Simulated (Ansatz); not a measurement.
# HfO2: the cost of one run

Program: Ansatz 0.2.0. Level of theory: DFT PBE, scalar-relativistic, plane waves, PAW. These are calculated values, not measurements.

3 further runs of the same task are left out: 3 set aside as unsound or not needed.

**1. Starting point**

The structure is cubic, space group Fm-3m (No. 225). The conventional cell has a = 5.098 Å, b = 5.098 Å, c = 5.098 Å, α = 90.00°, β = 90.00°, γ = 90.00°. Hf (site symmetry m-3m) is surrounded by 8 O at 2.21 Å. Around O (site symmetry -43m) lie 4 Hf at 2.21 Å.

Structure file:

```xyz
3
Lattice="0.0000 2.5488 2.5488 2.5488 0.0000 2.5488 2.5488 2.5488 0.0000" Properties=species:S:1:pos:R:3 pbc="T T T"
Hf    0.0000    0.0000    0.0000
O     1.2744    1.2744    1.2744
O     3.8232    3.8232    3.8232
```

This cell was relaxed beforehand with the same method: volume 11.04 Å³/atom, gap on the mesh 3.75 eV.

**2. What is varied**

Atoms count from 1 in the order of the input.

One atom moved over a plane, all else fixed.

- shift of Hf1 along [0 1 0]: 11 values from −0.930 to 0.930 Å
- shift of Hf1 along [0 0 1]: 11 values from −0.930 to 0.930 Å

Nothing else is relaxed (all other atoms fixed). Energies count from the relaxed crystal. Points are written as (first, second).

**3. Point (−0.930 Å, 0.000 Å)**

The input, input.yaml:

```yaml
crystal:
  lattice:
    - [5.097611552, 0.0, 0.0]
    - [0.0, -5.097611552, 0.0]
    - [0.0, 0.0, -5.097611552]
  atoms:
    - { symbol: Hf, position: [0.0, 0.1824383813, 0.0] }
    - { symbol: Hf, position: [0.5, 0.5, 0.0] }
    - { symbol: Hf, position: [0.5, 0.0, 0.5] }
    - { symbol: Hf, position: [0.0, 0.5, 0.5] }
    - { symbol: O, position: [0.25, 0.25, 0.25] }
    - { symbol: O, position: [0.75, 0.75, 0.25] }
    - { symbol: O, position: [0.75, 0.25, 0.75] }
    - { symbol: O, position: [0.25, 0.75, 0.75] }
    - { symbol: O, position: [0.75, 0.75, 0.75] }
    - { symbol: O, position: [0.25, 0.25, 0.75] }
    - { symbol: O, position: [0.25, 0.75, 0.25] }
    - { symbol: O, position: [0.75, 0.25, 0.25] }
basis:
  ecutwfc: 420
kpoints:
  mp_grid: { grid: [6, 6, 6] }
hamiltonian:
  xc: pbe
scf:
  occupations: { method: gaussian, width: 0.05 }
output:
  forces: true
  stress: true
  eigenvalues: true
  write_density: true
  write_potential: true
  elf: true
  volumetric_format: npy
```

Started as:

```
$ ansatz run input.yaml --threads 2 --pin off --max-ram 4096MiB --backend cpu --events-out ev --progress --plain --runs-dir out
```

Q: Estimate wall time and peak memory on 2 threads of Arm Neoverse V1, shared host.

About 41 s, with a peak of 0.62 GiB.
